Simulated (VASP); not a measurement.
# TiTe2 in VASP: a series of runs

One slab, TiTe2, is run at these levels: PBE; tasks: single point.

Program: VASP 6.6.1. These are calculated values, not measurements. Logs are shortened: lines on timing, memory, paths and dates and some standing lists are left out, and cuts for length are marked.

## Step 1: Starting point

The cell holds a slab with vacuum, 3 atoms: a = 3.777 Å, b = 3.777 Å, c = 21.415 Å, α = 90.00°, β = 90.00°, γ = 120.00°.

## Step 2: Single point, PBE

File INCAR:

```
PREC     = Accurate       # precision mode
ENCUT    = 650            # plane-wave cutoff, eV
EDIFF    = 1E-7           # SCF threshold, eV
ISMEAR   = 0              # smearing method
SIGMA    = 0.05           # smearing width, eV
LREAL    = False          # projectors in reciprocal space
LASPH    = True           # aspherical terms in the spheres
NELM     = 120            # most SCF steps
ALGO     = Normal         # electronic algorithm
ISIF     = 2              # what is computed and relaxed
LWAVE    = False          # write WAVECAR
LCHARG   = False          # write CHGCAR
LDIPOL   = True         
IDIPOL   = 3            
DIPOL    = 0.5 0.5 0.500
GGA      = PE             # functional
NBANDS   = 23             # bands
LVHAR    = True         
LVACPOTAV= True
```

File KPOINTS:

```
regular mesh
0
Gamma
  9 9 1
```

File POSCAR:

```
TiTe2
1.0
    3.7770000000      0.0000000000      0.0000000000
   -1.8885000000      3.2709779500      0.0000000000
    0.0000000000      0.0000000000     21.4153488000
Te Ti
2 1
Direct
    0.3333333333      0.6666666667      0.4202593235
    0.6666666667      0.3333333333      0.5797406765
    0.0000000000      0.0000000000      0.5000000000
```

Potentials or basis: VASP PAW PBE potentials, release 64 (Te, Ti_sv).

On the command line:

```console
$ cat potpaw_PBE.64/Te/POTCAR potpaw_PBE.64/Ti_sv/POTCAR > POTCAR
$ mpirun -np 1 vasp_std > vasp.out
```

OUTCAR:

```text
PREC = Accurate
   ENCUT = 650
   EDIFF = 1E-7
   ISMEAR = 0
   LREAL = False
   LASPH = True
   NELM = 120
   ISIF = 2
   GGA = PE

 Found     12 irreducible k-points:

 Following reciprocal coordinates:
            Coordinates               Weight
  0.000000  0.000000  0.000000      1.000000
  0.111111 -0.000000  0.000000      6.000000
  0.222222 -0.000000  0.000000      6.000000
  0.333333 -0.000000  0.000000      6.000000
  0.444444 -0.000000  0.000000      6.000000
  0.111111  0.111111  0.000000      6.000000
   k-points           NKPTS =     12   k-points in BZ     NKDIM =     12   number of bands    NBANDS=     23
   number of dos      NEDOS =    301   number of ions     NIONS =      3
   total plane-waves  NPLWV = 184320
   dimension x,y,z NGX =    32 NGY =   32 NGZ =  180
   dimension x,y,z NGXF=    64 NGYF=   64 NGZF=  360
   ions per type =               2   1
   NGX,Y,Z   is equivalent  to a cutoff of  14.08, 14.08, 13.97 a.u.
   NGXF,Y,Z  is equivalent  to a cutoff of  28.17, 28.17, 27.95 a.u.
 SYSTEM =  unknown system
   PREC   = accura    normal or accurate (medium, high low for compatibility)
   ISTART =      0    job   : 0-new  1-cont  2-samecut
   ICHARG =      2    charge: 1-file 2-atom 10-const
   ISPIN  =      1    spin polarized calculation?
   LNONCOLLINEAR =      F non collinear calculations
   LSORBIT =      F    spin-orbit coupling
   LASPH  =      T    aspherical Exc in radial PAW
   ENCUT  =  650.0 eV  47.77 Ry    6.91 a.u.   7.85  7.85 44.52*2*pi/ulx,y,z
   NELM   =    120;   NELMIN=  2; NELMDL= -5     # of ELM steps
   EDIFF  = 0.1E-06   stopping-criterion for ELM
   LREAL  =      F    real-space projection
[... 7 lines left out ...]
   TEBEG  =    0.0;   TEEND  =   0.0 temperature during run
   PSTRESS=    0.0 pullay stress
   NELECT =      24.0000    total number of electrons
   NUPDOWN=      -1.0000    fix difference up-down
   EMIN   =  10.00;   EMAX   =-10.00  energy-range for DOS
   EFERMI =   0.00;   METHOD = LEGACY
   ISMEAR =     0;   SIGMA  =   0.05  broadening in eV -4-tet -1-fermi 0-gaus
   EFERMI_NEDOS =   21; number of points for ismear=-14 and -15
   IALGO  =     38    algorithm
   IMIX   =      4    mixing-type and parameters
     AMIX     =   0.40;   BMIX     =  1.00
     AMIX_MAG =   1.60;   BMIX_MAG =  1.00
  volume/ion in A,a.u.               =      88.19       595.15
  Fermi-wavevector in a.u.,A,eV,Ry     =   0.735578  1.390041  7.361770  0.541075
  Thomas-Fermi vector in A             =   1.828808
   LORBIT       =      0    0 simple, 1 ext, 2 COOP (PROOUT), +10 PAW based schemes
   GGA     = PE    functional components
   LHFCALC =     F    Hartree Fock is set to
   AEXX    =    0.0000 exact exchange contribution
   IVDW    =     0    specifies the selected vdW correction
   LEPSILON=     F    determine dielectric tensor
   LRPA    =     F    only Hartree local field effects (RPA)
 non-spin polarized calculation
 Gauss-broadening in eV      SIGMA  =   0.05
  energy-cutoff  :      650.00
  volume of cell :      264.58
 maximum number of plane-waves:     10003
 NGX is ok and might be reduce to    32
   NGX = 15   NGY = 15   NGZ = 89

 number of electron      24.0000002 magnetization

 dipolmoment           0.000000      0.000000     -0.000000 electrons x Angstroem

 Free energy of the ion-electron system (eV)
  ---------------------------------------------------
  ext. energy  EPLUGINS =         0.00000000
  ---------------------------------------------------
  free energy    TOTEN  =       -16.17836548 eV

  energy without entropy =      -16.17522306  energy(sigma->0) =      -16.17679427

 E-fermi :  -1.3687     XC(G=0):  -3.5387

 val. band max:       -1.4342516507   @ k =   0.4444  -0.0000   0.0000
 cond. band min:      -1.3392080324   @ k =   0.1111  -0.0000   0.0000
 fundamental gap:      0.0950436184
 Fermi energy:        -1.3687478852

 k-point     1 :       0.0000    0.0000    0.0000
  band No.  band energies     occupation
      1     -58.8824      2.00000
      2     -35.1332      2.00000
      3     -35.1332      2.00000
      4     -35.0967      2.00000
      5     -13.3555      2.00000
      6     -12.4692      2.00000
      7      -5.5322      2.00000
      8      -2.9476      2.00000
      9      -2.9476      2.00000
     10      -2.6611      2.00000
     11      -0.9734      0.00000
     12      -0.9734      0.00000
     13      -0.7999      0.00000
     14      -0.2917      0.00000
     15      -0.2917      0.00000
     16       2.0276      0.00000
     17       2.0276      0.00000
     18       2.8309      0.00000
     19       3.2096      0.00000
     20       3.7984      0.00000
     21       4.1332      0.00000
     22       4.9568      0.00000
     23       5.2148      0.00000

 k-point     2 :       0.1111   -0.0000    0.0000
  band No.  band energies     occupation
      1     -58.8820      2.00000
      2     -35.1380      2.00000
      3     -35.1343      2.00000
      4     -35.0956      2.00000
      5     -13.2227      2.00000
      6     -12.3862      2.00000
      7      -5.3818      2.00000
      8      -3.5017      2.00000
      9      -2.9280      2.00000
     10      -2.2936      2.00000
     11      -1.7718      2.00000
     12      -1.3392      0.40343
     13      -0.9162      0.00000
     14      -0.1886      0.00000
     15      -0.0535      0.00000
     16       1.3438      0.00000
     17       1.8532      0.00000
     18       3.0639      0.00000
     19       3.3809      0.00000
     20       3.9987      0.00000
     21       4.7918      0.00000
     22       5.1686      0.00000
     23       5.5577      0.00000

 k-point     3 :       0.2222   -0.0000    0.0000
  band No.  band energies     occupation
      1     -58.8812      2.00000
      2     -35.1502      2.00000
      3     -35.1371      2.00000
      4     -35.0927      2.00000
      5     -12.8494      2.00000
      6     -12.1616      2.00000
      7      -4.9718      2.00000
      8      -4.2452      2.00000
      9      -3.3490      2.00000
     10      -2.9214      2.00000
     11      -2.2102      2.00000
     12      -1.8072      2.00000
     13      -1.1136      0.00000
     14      -0.0625      0.00000
     15       0.0450      0.00000
     16       0.8525      0.00000
     17       1.6584      0.00000
     18       3.5572      0.00000
     19       3.8276      0.00000
     20       4.5114      0.00000
     21       4.7059      0.00000
     22       5.3531      0.00000
     23       5.6166      0.00000

 k-point     4 :       0.3333   -0.0000    0.0000
  band No.  band energies     occupation
      1     -58.8802      2.00000
      2     -35.1641      2.00000
      3     -35.1403      2.00000
      4     -35.0895      2.00000
      5     -12.3283      2.00000
      6     -11.8797      2.00000
      7      -5.1787      2.00000
      8      -4.7685      2.00000
      9      -4.1703      2.00000
     10      -3.0230      2.00000
     11      -2.6320      2.00000
     12      -2.0385      2.00000
     13      -1.3341      0.32716
     14      -0.0969      0.00000
     15       0.0432      0.00000
     16       1.2221      0.00000
     17       1.6538      0.00000
     18       3.4644      0.00000
     19       4.2822      0.00000
     20       4.6292      0.00000
     21       4.6955      0.00000
     22       5.3284      0.00000
     23       5.5882      0.00000

 k-point     5 :       0.4444   -0.0000    0.0000
  band No.  band energies     occupation
      1     -58.8795      2.00000
      2     -35.1731      2.00000
      3     -35.1424      2.00000
      4     -35.0874      2.00000
      5     -11.8647      2.00000
      6     -11.7092      2.00000
      7      -6.0127      2.00000
      8      -5.2276      2.00000
      9      -3.7114      2.00000
     10      -3.1475      2.00000
     11      -3.0244      2.00000
     12      -2.0891      2.00000
     13      -1.4343      1.93608
     14      -0.2130      0.00000
     15       0.0937      0.00000
     16       1.6155      0.00000
     17       1.6896      0.00000
     18       3.1573      0.00000
     19       3.7485      0.00000
     20       4.5137      0.00000
     21       5.1550      0.00000
     22       5.7040      0.00000
     23       6.2394      0.00000

 k-point     6 :       0.1111    0.1111    0.0000
  band No.  band energies     occupation
      1     -58.8814      2.00000
      2     -35.1461      2.00000
      3     -35.1367      2.00000
      4     -35.0936      2.00000
      5     -12.9692      2.00000
      6     -12.2319      2.00000
      7      -5.0984      2.00000
      8      -4.0117      2.00000
      9      -3.0462      2.00000
     10      -2.6816      2.00000
     11      -2.2761      2.00000
     12      -1.8808      2.00000
     13      -0.8851      0.00000
     14      -0.0915      0.00000
     15      -0.0441      0.00000
     16       1.1494      0.00000
     17       1.3349      0.00000
     18       3.4230      0.00000
     19       3.7018      0.00000
     20       4.3541      0.00000
     21       5.2662      0.00000
     22       5.8402      0.00000
     23       5.8572      0.00000

 [... further k-points ...]
[... 5 lines left out ...]
  --------------------------------------------------------------------------------------
  -------------------------------------------------------------------------------------
  Total        0.0255478      0.0255478      0.8284005     -0.0000000     -0.0000000      0.0000000
  in kB        0.1547088      0.1547088      5.0165045     -0.0000000     -0.0000000      0.0000000
  external PRESSURE =       1.7753074 kB  Pullay stress =       0.0000000 kB

 VOLUME and BASIS-vectors are now :
 -----------------------------------------------------------------------------
  energy-cutoff  :      650.00
  volume of cell :      264.58
      direct lattice vectors                 reciprocal lattice vectors
     3.777000000  0.000000000  0.000000000     0.264760392  0.152859484  0.000000000
    -1.888500000  3.270977950  0.000000000     0.000000000  0.305718967  0.000000000
     0.000000000  0.000000000 21.415348800     0.000000000  0.000000000  0.046695480

 POSITION                                       TOTAL-FORCE (eV/Angst)
 -----------------------------------------------------------------------------------
     -0.00000      2.18065      9.00000         0.000000     -0.000000     -0.245396
      1.88850      1.09033     12.41535        -0.000000      0.000000      0.245396
      0.00000      0.00000     10.70767         0.000000      0.000000      0.000000
 -----------------------------------------------------------------------------------
    total drift:                                0.000000     -0.000000      0.000000

  FREE ENERGIE OF THE ION-ELECTRON SYSTEM (eV)
  ---------------------------------------------------
  free  energy   TOTEN  =       -16.1783654841 eV

  energy  without entropy=      -16.1752230647  energy(sigma->0) =      -16.17679427

 vacuum level on the upper side and lower side of the slab         3.532         3.532
```

Run time: 1.7 min. Hardware: 1 thread of Intel Xeon Platinum 8559C (Emerald Rapids), shared host; peak memory 0.47 GiB.

These settings aren't checked as converged: the numbers below hold their error.

What came out:

```
Free energy                     : -16.1784 eV
Largest force                   : 0.245 eV/Å
Band gap on the k mesh          : none (metal or under the smearing width)
Work function of the upper face : 4.90 eV
Work function of the lower face : 4.90 eV
```

## Step 3: Single point, PBE

INCAR, as its differences from that of step 2:

```diff
@@ -1,3 +1,3 @@
 PREC     = Accurate       # precision mode
-ENCUT    = 650            # plane-wave cutoff, eV
+ENCUT    = 750            # plane-wave cutoff, eV
 EDIFF    = 1E-7           # SCF threshold, eV
```

KPOINTS is that of step 2.

POSCAR is that of step 2.

Potentials or basis: VASP PAW PBE potentials, release 64 (Te, Ti_sv).

On the command line:

```console
$ cat potpaw_PBE.64/Te/POTCAR potpaw_PBE.64/Ti_sv/POTCAR > POTCAR
$ mpirun -np 1 vasp_std > vasp.out
```

Run time: 2.4 min. Hardware: 1 thread of Intel Xeon Platinum 8559C (Emerald Rapids), shared host; peak memory 0.58 GiB.

The run converged, but some of its settings lie outside the range that counts as converged, so its numbers aren't taken as properties of the slab.

What came out:

```yaml
Free_energy: -16.1787 eV
Largest_force: 0.245 eV/Å
Band_gap_on_the_k_mesh: none (metal or under the smearing width)
Work_function_of_the_upper_face: 4.90 eV
Work_function_of_the_lower_face: 4.90 eV
```

## Step 4: Single point, PBE

This run uses another cell than the first one, of 63.48 Å³/atom, 0.720 times its volume.

INCAR, as its differences from that of step 3:

```diff
@@ -1,3 +1,3 @@
 PREC     = Accurate       # precision mode
-ENCUT    = 750            # plane-wave cutoff, eV
+ENCUT    = 280            # plane-wave cutoff, eV
 EDIFF    = 1E-7           # SCF threshold, eV
```

File KPOINTS:

```
regular mesh
0
Gamma
  3 3 1
```

File POSCAR:

```
TiTe2
1.0
    3.7770000000      0.0000000000      0.0000000000
   -1.8885000000      3.2709779500      0.0000000000
    0.0000000000      0.0000000000     15.4153488000
Te Ti
2 1
Direct
    0.3333333333      0.6666666667      0.3892224612
    0.6666666667      0.3333333333      0.6107775388
    0.0000000000      0.0000000000      0.5000000000
```

On the command line:

```console
$ cat potpaw_PBE.64/Te/POTCAR potpaw_PBE.64/Ti_sv/POTCAR > POTCAR
$ mpirun -np 1 vasp_std > vasp.out
```

Wall time 12 s (1 thread of Intel Xeon Platinum 8559C (Emerald Rapids), shared host); peak memory 0.19 GiB.

These settings aren't checked as converged: the numbers below hold their error.

Results:

```yaml
Free_energy: -15.9856 eV
Largest_force: 0.230 eV/Å
Band_gap_on_the_k_mesh: none (metal or under the smearing width)
Work_function_of_the_upper_face: 4.82 eV
Work_function_of_the_lower_face: 4.82 eV
```

Caveat: the k mesh is coarse (spacing up to 0.64 Å⁻¹), so the values aren't converged; the cutoff is under 1.25 times the usual one of these potentials, so pressure, stress and relaxed cells hold a basis-set (Pulay) error.

(Part 1 of 2 ends here.)
